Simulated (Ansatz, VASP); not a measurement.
**F2: VASP beside Ansatz**

```
F
1.0
    11.00000    0.00000    0.00000
     0.00000   11.50000    0.00000
     0.00000    0.00000   12.00000
F
2
Cartesian
  5.5000 5.7500 5.2930
  5.5000 5.7500 6.7070
```

Alike in both runs: functional PBE; k mesh 1 × 1 × 1; occupations gaussian, width 0.01 eV; no spin polarisation.

Ansatz relaxed the structure, and its values are those at the end. VASP's run is a single point on that final structure, the one shown.

|  | VASP | Ansatz |
| --- | --- | --- |
| version | VASP 6.6.1 | Ansatz 0.2.0 |
| potentials or method | VASP PAW PBE potentials, release 64 (F) | scalar-relativistic, plane waves, PAW |
| plane-wave cutoff (eV) | 520 | 420 |
| valence electrons in the cell | 14 | 14 |

```tsv
	VASP	Ansatz	Ansatz less VASP
gap on the k mesh at the Fermi level (eV)	3.53	3.60	+0.067
least direct gap on the mesh (eV)	3.53	3.60	+0.067
rms of the force components (eV/Å)	0.217	0.001	-0.2161
```

One of these differences is far larger than is usual between the two programs; its cause wasn't traced. With one functional, cell and mesh, what is left measures potentials, basis and numerics.

A hybrid or GW would open this gap; PBE tends to underestimate it.
